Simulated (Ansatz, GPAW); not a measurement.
This is a calculation of LiCl for GPAW 26.7.0 (ASE script). 

Contents of run.py:

```python
from ase.dft.bandgap import bandgap
from ase.io import read, write
from ase.units import Bohr, GPa
from gpaw import GPAW, PW
from gpaw.elf import elf_from_dft_calculation

atoms = read('LiCl.xyz')

calc = GPAW(mode=PW(800),
            xc='PBE',
            kpts={'size': (9, 9, 9), 'gamma': True},
            occupations={'name': 'methfessel-paxton', 'order': 0, 'width': 0.014},
            nbands=11,
            convergence={'density': 1e-05, 'energy': 1e-05},
            maxiter=150,
            txt='gpaw.txt')
atoms.calc = calc
energy = atoms.get_potential_energy()
forces = atoms.get_forces()
stress = atoms.get_stress()
calc.write('gs.gpw')
write('result.traj', atoms)
print(f'Energy: {energy:.6f} eV')
print('Forces (eV/A):')
print(forces.round(4))
print('Stress (GPa):', (stress / GPa).round(3))
print('Fermi level:', round(calc.get_fermi_level(), 4), 'eV')
print(f'Gap: {bandgap(calc)[0]:.4f} eV, direct: {bandgap(calc, direct=True)[0]:.4f} eV')

# fields on the real-space grid
write('density.cube', atoms, data=calc.get_pseudo_density() * Bohr**3)
write('potential.cube', atoms, data=calc.get_electrostatic_potential())
write('elf.cube', atoms, data=elf_from_dft_calculation(calc).data)
```

File LiCl.xyz:

```xyz
2
Lattice="0.0000000000 2.5647700000 2.5647700000 2.5647700000 0.0000000000 2.5647700000 2.5647700000 2.5647700000 0.0000000000" Properties=species:S:1:pos:R:3 pbc="T T T"
Cl     2.5647700000      2.5647700000      2.5647700000
Li     0.0000000000      0.0000000000      0.0000000000
```

Potentials or basis: GPAW PAW data sets (gpaw-data 1.2.1), pw.

Command:

```console
$ OMP_NUM_THREADS=1 python run.py
```

Translate it to Ansatz 0.2.0. Potentials or basis there: all-electron LAPW, scalar-relativistic.

As run (cutoffs and basis follow the program's own potentials, and thresholds, step limits or extra output files can differ):

File input.yaml:

```yaml
crystal:
  lattice:
    - [0.0, 2.56477, 2.56477]
    - [2.56477, 0.0, 2.56477]
    - [2.56477, 2.56477, 0.0]
  atoms:
    - { symbol: Cl, position: [0.5, 0.5, 0.5] }
    - { symbol: Li, position: [0.0, 0.0, 0.0] }
kpoints:
  mp_grid: { grid: [9, 9, 9] }
scf:
  occupations: { method: gaussian, width: 0.014 }
hamiltonian:
  xc: pbe
  pseudopotentials: { kind: all_electron, lapw: { basis_error: 0.001 } }
output:
  forces: true
  stress: true
  eigenvalues: true
```

Potentials or basis: all-electron LAPW, scalar-relativistic.

The run is started by

```sh
$ ansatz run input.yaml --threads 1 --pin off --max-ram 3072MiB --backend cpu --events-out ev --progress --plain --runs-dir out
```

Both were run:

|  | GPAW | Ansatz |
| --- | --- | --- |
| Pressure | 0.5 GPa | 0.4 GPa |

Where Ansatz's input types no cutoff or centring, it takes its own default and a Γ-centred mesh.

Pressure is positive in compression.
